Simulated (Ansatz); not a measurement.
# Y2CO2 MXene monolayer in a perpendicular field, part 2 of 2

Wanted: the out-of-plane response of the Y2CO2 MXene monolayer. A positive field points along +c.

Ansatz 0.2.0; plane-wave DFT, PBE-D3(BJ), Ansatz PAW (set soft_1); PAW set soft_1.

So far. Step 2 (Relaxing the slab): The lattice constant a goes from 3.478 to 3.512 Å.

### 3. Single point, field 0

A sawtooth potential applies the field, turning back in the middle of the vacuum. With the dipole correction the typed value is the field outside the slab. The induced dipole is small, so the SCF threshold is tight.

The cell differs from the one that the last finished run ended in (c 41.563 → 23.037 Å).

input.yaml

```yaml
crystal:
  lattice:
    - [3.5122666924, 0.0, 0.0]
    - [-1.7561333462, 3.0417121804, 0.0]
    - [0.0, 0.0, 23.0370110089]
  atoms:
    - { symbol: O, position: [0.3333333333, 0.6666666667, 0.3906756826] }
    - { symbol: "Y", position: [0.6666666667, 0.3333333333, 0.4233805108] }
    - { symbol: C, position: [0.0, 0.0, 0.5] }
    - { symbol: "Y", position: [0.3333333333, 0.6666666667, 0.5766194892] }
    - { symbol: O, position: [0.6666666667, 0.3333333333, 0.6093243174] }
kpoints:
  mp_grid: { grid: [18, 18, 1] }
  band_path:
    path: [[0, 0, 0], [0.5, 0, 0], [0.33333333, 0.33333333, 0], [0, 0, 0]]
    npoints: 16
hamiltonian:
  xc: pbe
  dispersion: d3bj
  pseudopotentials: { kind: paw, azcp: { folder: soft_1 } }
scf:
  occupations: { method: fermi_dirac, width: 0.02585 }
  convergence: { dr2_threshold: 1.0e-10 }
efield:
  axis: 3
  dipole_correction: true
  ramp_position: 0.97
  ramp_width: 0.06
  amplitude: 0
output:
  dos: { projected: true, e_range: [-6, 5] }
  write_potential: true
  write_density: true
  volumetric_format: npy
  elf: true
```

The run is started by

```
ansatz run input.yaml --threads 2 --pin off --max-ram 3072MiB --backend cpu --events-out ev --progress --plain --runs-dir out
```

The log of the run:

```text
[...]
Crystal: 5 atoms, lattice volume = 246.111 Å³
Basis set: ecut = 420 eV, 4775 PW (Γ)
Bands: 24, of which v1, the nominal top of the filled ones, is band 19 counted from 1 (18 counted from 0)
Symmetry: 6 space group operations
k-points: 37 of 324 (time reversal used)
[...]
SCF iter   1: F=—  HF=-9093.120987 eV  |F-HF|=—  |Δ(HF+E_count)|=         —  Δρ=8.57e-2  dr2=2.09e1  ethr=3.10e-3  p=0.000 e·Å  D=6.45e-14 V/Å  ΔV_dip=-0.00 eV  dr2_dipole=3.75e-10  V_vac-E_F(+/−)=9.76/9.76 eV  ⟨swp⟩=7.5  Hψ=4816  notcnv=0
efield: sawtooth ramp at fractional position 0.9700 (set: `efield.ramp_position`, or a place that a band, a saddle search or an elastic batch's reference lends), width 0.0600; the density the first Hamiltonian is built on has a dipole p = 0.000 e·Å; the dipole correction subtracts the counter field D = 6.45e-14 V/Å, which shifts the + side's vacuum level by -0.00 eV against the − side's; the planar-averaged density in the ramp window peaks in size at 1.8e-7 e/Å³
[...]
SCF iter   2: F=—  HF=-9115.045389 eV  |F-HF|=—  |Δ(HF+E_count)|=    2.19e1  Δρ=2.44e-1  dr2=1.92e2  ethr=3.10e-3  p=0.000 e·Å  D=2.25e-4 V/Å  ΔV_dip=-0.01 eV  dr2_dipole=3.74e-4  V_vac-E_F(+/−)=2.44/2.45 eV  ⟨swp⟩=8.2  Hψ=3556  notcnv=0  defer=25  recentre
[...]
SCF iter  14: F=-9087.572413 eV  HF=-9087.572413 eV  |F-HF|=3.27e-11  |Δ(HF+E_count)|=  5.46e-12  Δρ=6.55e-8  dr2=4.75e-11  ethr=1.00e-12  p=-0.000 e·Å  D=-5.52e-7 V/Å  ΔV_dip=0.00 eV  dr2_dipole=1.20e-11  V_vac-E_F(+/−)=5.77/5.77 eV  ⟨swp⟩=2.0  Hψ=1460  notcnv=0
SCF 1 converged in 14 iterations: F = -9087.572413 eV  dr2 = 4.75e-11
[...]
NSCF: frozen V_eff on 49 k-points
efield: sawtooth ramp at fractional position 0.9700 (kept from the solve that this one continues, or follows in the run), width 0.0600; the density the first Hamiltonian is built on has a dipole p = -0.000 e·Å; the dipole correction subtracts the counter field D = -5.52e-7 V/Å, which shifts the + side's vacuum level by +0.00 eV against the − side's; the planar-averaged density in the ramp window peaks in size at 3.6e-7 e/Å³
WARN: The output density's exchange-correlation potential varies sharply where the density is thin. Do not read a vacuum level from v_tot or v_xc, or from such a field of the output density. On a cell that repeats whose density bears no net charge and no dipole along the vacuum's axis use v_es (v_loc + v_h of the components); under efield.dipole_correction with no amplitude use v_es + v_field, which holds any externa [...]
SCF converged after 14 iterations
Free energy (F): -9087.572413 eV
[...]
Internal energy: -9087.561533 eV  (E = F + TS)
E sigma→0 (E₀):  -9087.566973 eV
Entropy (-TS):   -0.010880 eV (-2.176 meV/atom)
Fermi energy:    -1.195962 eV
Dipole field:    D = 0.000004 V/Å  (p = 0.000005 e·Å, saw-weighted, corrected)
Work function:   Φ+ = 5.7671 eV   Φ− = 5.7673 eV
Levels:          The Fermi level and band energies are counted from a zero that moves with the ramp; work functions are not
[...]
--- Band table (eV; the first three rows and the last of 37) ---
  k-point 0: bands = [... 15 lower, -4.1473, -3.6625, -1.5015, -0.0192, -0.0192, 3.1723, 3.4219, 3.6883, ... 1 higher]
  k-point 1: bands = [... 15 lower, -4.0234, -3.6460, -1.4486, -0.1800, -0.0671, 3.1974, 3.4577, 3.7027, ... 1 higher]
  k-point 2: bands = [... 15 lower, -3.8995, -3.5968, -1.3221, -0.5885, -0.1941, 3.1853, 3.5756, 3.7515, ... 1 higher]
  k-point 36: bands = [... 15 lower, -3.3270, -3.3270, -1.9459, -1.9459, -1.9408, 2.8800, 3.7573, 4.2677, ... 1 higher]
```

The job ended after 13 s (2 threads of Intel Xeon Platinum 8559C (Emerald Rapids), shared host; peak memory 0.78 GiB; 25 s of CPU time).

Numbers from this step:

- energy at zero smearing: -9087.5670 eV
- work function, upper face: 5.767 eV
- dipole along the normal: 4.96e-6 e·Å

Running mean over a fixed 2.7 Å (it still follows the layers) of the planar mean; the ramp of the sawtooth is left out. Table of electron's electrostatic potential energy less the Fermi level by z:

| z (Å) | electron's electrostatic potential energy less the Fermi level (eV) |
| --- | --- |
| 3.5 | 5.77 |
| 4.0 | 5.77 |
| 4.5 | 5.77 |
| 5.0 | 5.77 |
| 5.5 | 5.76 |
| 6.0 | 5.75 |
| 6.5 | 5.70 |
| 7.0 | 5.44 |
| 7.5 | 4.12 |
| 8.0 | 1.22 |
| 8.5 | -2.16 |
| 9.0 | -4.92 |
| 9.5 | -6.27 |
| 10.0 | -6.92 |
| 10.5 | -6.38 |
| 11.0 | -4.21 |
| 11.5 | -3.00 |
| 12.0 | -4.06 |
| 12.5 | -6.25 |
| 13.0 | -6.94 |
| 13.5 | -6.33 |
| 14.0 | -5.07 |
| 14.5 | -2.40 |
| 15.0 | 0.966 |
| 15.5 | 3.95 |
| 16.0 | 5.40 |
| 16.5 | 5.69 |
| 17.0 | 5.75 |
| 17.5 | 5.76 |
| 18.0 | 5.77 |
| 18.5 | 5.77 |
| 19.0 | 5.77 |
| 19.5 | 5.77 |
| 20.0 | 5.77 |

The density of states has structure finer than the step of the table below, so its rows give means over 0.2 eV. Peaks (eV: height): -3.33: 9.31, -2.94: 10.6, -2.47: 12.9, -2.22: 16.9, -2.09: 9.45, -2.00: 11.4, 0.04: 7.42.

Density of states against energy, zero at the Fermi level; means over each step:

energy (eV), density of states (states/eV a cell) and a bar:
```
     -3.6        0.0 
     -3.4        3.5 ##########
     -3.2        4.2 ###########
     -3.0        7.7 #####################
     -2.8        7.0 ###################
     -2.6        6.1 #################
     -2.4       10.4 ############################
     -2.2       11.0 ##############################
     -2.0        8.1 ######################
     -1.8        2.4 #######
     -1.6        0.0 
     -1.4        0.0 
     -1.2        2.5 #######
     -1.0        3.8 ##########
     -0.8        1.6 ####
     -0.6        2.1 ######
     -0.4        4.1 ###########
     -0.2        4.0 ###########
      0.0        4.5 ############
      0.2        2.6 #######
      0.4        1.9 #####
      0.6        1.1 ###
      0.8        0.9 ##
      1.0        0.7 ##
      1.2        0.2 
      1.4        0.0
```

Projected DOS per atom over height of the atomic layer and energy from the Fermi level. Layers: O Y C Y O from below.

Values in states/eV, 22 rows by 5 columns, each cell a mean:
```
0.00 0.00 0.00 0.00 0.00
0.00 0.00 0.00 0.00 0.00
0.02 0.02 0.38 0.02 0.02
0.03 0.07 0.75 0.07 0.03
0.07 0.17 1.64 0.17 0.07
0.36 0.27 2.72 0.27 0.36
0.31 0.33 2.59 0.33 0.31
0.16 0.19 1.09 0.19 0.16
0.49 0.28 1.43 0.28 0.49
0.04 0.01 0.07 0.01 0.04
1.32 0.18 0.21 0.18 1.32
3.86 0.85 0.59 0.85 3.86
2.90 0.81 0.24 0.81 2.90
2.63 0.95 0.32 0.95 2.63
1.30 0.64 0.42 0.64 1.30
0.02 0.01 0.01 0.01 0.02
0.00 0.00 0.00 0.00 0.00
0.00 0.00 0.00 0.00 0.00
0.00 0.00 0.00 0.00 0.00
0.00 0.00 0.00 0.00 0.00
0.00 0.00 0.00 0.00 0.00
0.00 0.00 0.00 0.00 0.00
```
Columns: height of the atomic layer (Å) from 9 to 14.0 (not evenly spaced); rows upwards: energy from the Fermi level (eV) from -5.96 to 1.96.

Electronic bands along the path, in eV, zero at the Fermi level:

| point | band 16 | band 17 | band 18 | band 19 | band 20 | band 21 | band 22 | band 23 |
| --- | --- | --- | --- | --- | --- | --- | --- | --- |
| Γ | -2.95 | -2.47 | -0.31 | 1.18 | 1.18 | 4.37 | 4.62 | 4.88 |
| halfway | -2.40 | -2.16 | -0.63 | 0.03 | 0.58 | 4.14 | 5.02 | 5.16 |
| M | -1.90 | -1.72 | -1.28 | -0.43 | 0.30 | 4.05 | 5.30 | 5.41 |
| halfway | -1.95 | -1.93 | -1.15 | -0.47 | -0.21 | 4.25 | 5.05 | 5.32 |
| K | -2.13 | -2.13 | -0.75 | -0.75 | -0.74 | 4.08 | 4.95 | 5.46 |
| halfway | -2.21 | -2.19 | -0.74 | 0.01 | 0.24 | 4.26 | 4.91 | 5.46 |
| Γ | -2.95 | -2.47 | -0.31 | 1.18 | 1.18 | 4.37 | 4.62 | 4.88 |

Valence density in the ca plane at fractional y = 0.333, with atoms of Y and O within 0.2 Å of it. It is the smooth field of the valence electrons, not physical close to the nuclei.

Ten steps, logarithmic in the rise over the least value, from '0' (0.0 e/Å³) to '9' (7.5 e/Å³), each cell a mean:
```
00000000000000000001134553222211234432100000
00000000000000000000257876311111257864100000
00000000000000000000368887421111369985200000
00000000000000000000267886411111358985200000
00000000000000000000246765221111245653100000
00000000000000000001223432222222233321000000
00000000000000000001233222223322333210000000
00000000000000000001233222233323343210000000
00000000000000000001233322222222333211000000
```
Columns run along c (16.0 Å, from fractional 0.06 to 0.75 of the cell), rows up along a (3.5 Å). Atoms in or near the plane, at fractional coordinates: Y at (0.42, 0.67), O at (0.61, 0.67).

Electrostatic potential energy in the ca plane at fractional y = 0.333, with atoms of Y and O within 0.2 Å of it. With pseudopotentials it is smooth inside the atoms' cores, unlike the true potential.

Values in eV, 5 rows by 16 columns, each cell a mean:
```
  5   5   5   5   5   4   3  -5 -31 -12   2   0  -8  -1   5   5
  5   5   5   5   5   4   3 -14 -43 -24   2   3 -29 -16   5   5
  5   5   5   5   5   4   3  -6 -32 -13   2   1 -10  -2   5   5
  5   5   5   5   5   5   4   2  -3   0   1  -5  -7   2   4   5
  5   5   5   5   5   5   5   2  -2   0   1  -5  -7   2   4   5
```
Columns run along c (16.0 Å, from fractional 0.06 to 0.75 of the cell; values clipped at the 3rd and 97th percentile), rows up along a (3.5 Å). Atoms in or near the plane, at fractional coordinates: Y at (0.42, 0.67), O at (0.61, 0.67).

ELF in the ca plane at fractional y = 0.333, with atoms of Y and O within 0.2 Å of it. It is the smooth field of the valence electrons, not physical close to the nuclei.

Values, 5 rows by 16 columns, each cell a mean:
```
0.00 0.00 0.00 0.00 0.00 0.00 0.03 0.18 0.67 0.33 0.27 0.13 0.57 0.66 0.18 0.01
0.00 0.00 0.00 0.00 0.00 0.00 0.01 0.41 0.69 0.53 0.12 0.26 0.65 0.73 0.27 0.02
0.00 0.00 0.00 0.00 0.00 0.00 0.03 0.19 0.69 0.35 0.25 0.14 0.59 0.67 0.19 0.01
0.00 0.00 0.00 0.00 0.00 0.01 0.15 0.43 0.21 0.27 0.55 0.18 0.20 0.14 0.03 0.00
0.00 0.00 0.00 0.00 0.00 0.01 0.16 0.45 0.21 0.28 0.56 0.19 0.20 0.11 0.03 0.00
```
Columns run along c (16.0 Å, from fractional 0.06 to 0.75 of the cell), rows up along a (3.5 Å). Atoms in or near the plane, at fractional coordinates: Y at (0.42, 0.67), O at (0.61, 0.67).

The work function of the upper face is 5.77 eV.

### 4. Single point, field 0.1 V/Å

Changes to input.yaml since step 3:

```diff
@@ -26,7 +26,6 @@
   dipole_correction: true
-  ramp_position: 0.97
-  ramp_width: 0.06
-  amplitude: 0
+  ramp_position: 0.9349
+  ramp_width: 0.1302
+  amplitude: 0.1
 output:
-  dos: { projected: true, e_range: [-6, 5] }
   write_potential: true
@@ -34,2 +33 @@
   volumetric_format: npy
-  elf: true
```

The log of the run:

```text
[...]
Crystal: 5 atoms, lattice volume = 246.111 Å³
Basis set: ecut = 420 eV, 4775 PW (Γ)
Bands: 24, of which v1, the nominal top of the filled ones, is band 19 counted from 1 (18 counted from 0)
Symmetry: 6 space group operations
k-points: 37 of 324 (time reversal used)
[...]
k-point 0: bands = [... 15 lower, -4.1501, -3.6607, -1.5017, -0.0195, -0.0195, 3.1490, 3.3832, 3.7238, ... 1 higher]
  k-point 1: bands = [... 15 lower, -4.0244, -3.6438, -1.4489, -0.1803, -0.0674, 3.1816, 3.4036, 3.7466, ... 1 higher]
  k-point 2: bands = [... 15 lower, -3.9020, -3.5940, -1.3224, -0.5888, -0.1944, 3.1823, 3.4946, 3.7929, ... 1 higher]
  k-point 36: bands = [... 15 lower, -3.3262, -3.3246, -1.9548, -1.9411, -1.9374, 2.8790, 3.7576, 4.2312, ... 1 higher]
[key lines of the parts left out:]
SCF converged after 16 iterations
Free energy (F): -9087.574169 eV
Fermi energy:    -1.196227 eV
Dipole field:    D = 0.025827 V/Å  (p = 0.035128 e·Å, saw-weighted, corrected)
```

Elapsed: 13 s, on 2 threads; peak memory 0.7 GiB.

The dipole is 0.0351 e·Å.

### 5. Single point, field -0.1 V/Å

Changes to input.yaml since step 4:

```diff
@@ -28,3 +28,3 @@
   ramp_width: 0.1302
-  amplitude: 0.1
+  amplitude: -0.1
 output:
```

The log of the run:

```text
[...]
Crystal: 5 atoms, lattice volume = 246.111 Å³
Basis set: ecut = 420 eV, 4775 PW (Γ)
Bands: 24, of which v1, the nominal top of the filled ones, is band 19 counted from 1 (18 counted from 0)
Symmetry: 6 space group operations
k-points: 37 of 324 (time reversal used)
[...]
k-point 0: bands = [... 15 lower, -4.1501, -3.6607, -1.5017, -0.0195, -0.0195, 3.1490, 3.3832, 3.7238, ... 1 higher]
  k-point 1: bands = [... 15 lower, -4.0244, -3.6438, -1.4489, -0.1803, -0.0674, 3.1816, 3.4036, 3.7466, ... 1 higher]
  k-point 2: bands = [... 15 lower, -3.9020, -3.5940, -1.3224, -0.5888, -0.1944, 3.1823, 3.4946, 3.7929, ... 1 higher]
  k-point 36: bands = [... 15 lower, -3.3262, -3.3246, -1.9548, -1.9411, -1.9374, 2.8790, 3.7576, 4.2312, ... 1 higher]
[key lines of the parts left out:]
SCF converged after 16 iterations
Free energy (F): -9087.574169 eV
Fermi energy:    -1.196226 eV
Dipole field:    D = -0.025827 V/Å  (p = -0.035127 e·Å, saw-weighted, corrected)
```

Wall time 12 s (2 threads); peak memory 0.69 GiB.

The dipole is -0.0351 e·Å.

### 6. Response, atoms held

This step: plane-wave DFT, PBE-D3(BJ), Ansatz PAW (set soft_1); response to a field along the normal, atoms held; PAW set soft_1 (Ansatz 0.2.0).

The dipoles give the slope, and the difference of two potentials shows where the field is screened.

Numbers from this step:

| Property | Result |
| --- | --- |
| equivalent conductor thickness p/(ε₀AE) | 5.950 Å |
| distance between the outer atoms | 5.037 Å |

Dipole of the cell against applied field:

| applied field (V/Å) | dipole of the cell (e·Å) |
| --- | --- |
| -0.1000 | -0.0351 |
| 0.0000 | 5.0e-6 |
| 0.1000 | 0.0351 |

Local field over the applied field, running mean. From the potentials at -0.1 and 0.1 V/Å; running mean over 2.5 Å. Table of local field over applied field by z:

z (Å), local field over applied field and a bar from the least value:
```
     4.03      1.000 ##############################
     4.46      1.000 ##############################
     4.90      0.999 ##############################
     5.18      0.998 ##############################
     5.62      0.994 ##############################
     6.05      0.984 #############################
     6.48      0.960 #############################
     6.91      0.908 ###########################
     7.20      0.850 #########################
     7.63      0.734 #####################
     8.06      0.596 ################
     8.49      0.448 ###########
     8.93      0.318 #######
     9.36      0.220 ####
     9.65      0.175 ##
    10.08      0.132 #
    10.51      0.113 
    10.94      0.113 
    11.37      0.119 
    11.66      0.119 
    12.09      0.113 
    12.53      0.113 
    12.96      0.132 #
    13.39      0.175 ##
    13.68      0.220 ####
    14.11      0.318 #######
    14.54      0.448 ###########
    14.97      0.596 ################
    15.41      0.734 #####################
    15.84      0.850 #########################
    16.13      0.908 ###########################
    16.56      0.960 #############################
    16.99      0.984 #############################
    17.42      0.994 ##############################
    17.85      0.998 ##############################
    18.14      0.999 ##############################
    18.57      1.000 ##############################
    19.01      1.000 ##############################
```

Electrons, planar mean, per unit field. Induced electron density against z:

| z (Å) | induced electron density (e/Å³ per V/Å) |
| --- | --- |
| 4.5 | 1.7e-6 |
| 5.0 | 5.9e-6 |
| 5.5 | 2.0e-5 |
| 6.0 | 6.5e-5 |
| 6.5 | 2.0e-4 |
| 7.0 | 5.6e-4 |
| 7.5 | 0.00142 |
| 8.0 | 0.00286 |
| 8.5 | 0.00291 |
| 9.0 | 0.00184 |
| 9.5 | 1.8e-4 |
| 10.0 | -7.2e-4 |
| 10.5 | 2.7e-4 |
| 11.0 | 6.1e-4 |
| 11.5 | 5.8e-7 |
| 12.0 | -5.4e-4 |
| 12.5 | -3.7e-4 |
| 13.0 | 7.3e-4 |
| 13.5 | -4.2e-5 |
| 14.0 | -0.00191 |
| 14.5 | -0.00271 |
| 15.0 | -0.00297 |
| 15.5 | -0.00151 |
| 16.0 | -6.0e-4 |
| 16.5 | -2.2e-4 |
| 17.0 | -7.0e-5 |
| 17.5 | -2.2e-5 |
| 18.0 | -6.4e-6 |
| 18.5 | -1.9e-6 |
| 19.0 | -5.3e-7 |

By hand: between -0.1 and 0.1 V/Å the dipole changes by 0.07026 e·Å, a slope of 0.3513 e·Å²/V. A perfect conductor of thickness t has p = ε₀AEt, so t = 180.95 × 0.3513 / 10.683 = 5.95 Å (e/ε₀ = 180.95 V·Å, A in Å²).

The induced dipole is that of a conductor 5.95 Å thick.

### 7. What came out

```yaml
gap_without_field: none
work_function_upper_face: 5.77 eV
equivalent_conductor_thickness_atoms_held: 5.95 Å
```

**Reading.** The induced dipole equals that of a perfect conductor 5.95 Å thick, while the outer atoms lie 5.04 Å apart. There is no gap over 0.03 eV, with or without the field. The main runs have no spin polarisation; a magnetic state could lie lower and would change these results. Spin-orbit coupling is left out. The MXene's terminations sit over the metal atoms of its far layer; the site over carbon or nitrogen, which some compounds prefer, was not run.

[Long decimals in the printed logs are rounded to 6 places.]

[Logs are printed without paths, hosts, clocks, repeated set-up lines and the standing remarks that a program may print on its own settings, such as how far it seeks lower states.]

[Hosts, paths, dates, database ids (printed as entryN), source tags and the programs' standing remarks are cut or masked in the printed files.]

[Maps of the electrostatic potential energy from Ansatz leave out the sawtooth potential of an applied field or a dipole correction, so their vacuum need not be flat; planar profiles and work functions include it.]

[The density of states shown here was stored with 400 of the rows of the run's finer table, so its peaks can read low, often by over a quarter, or be missed, and its means over a window can be off by a tenth or more.]
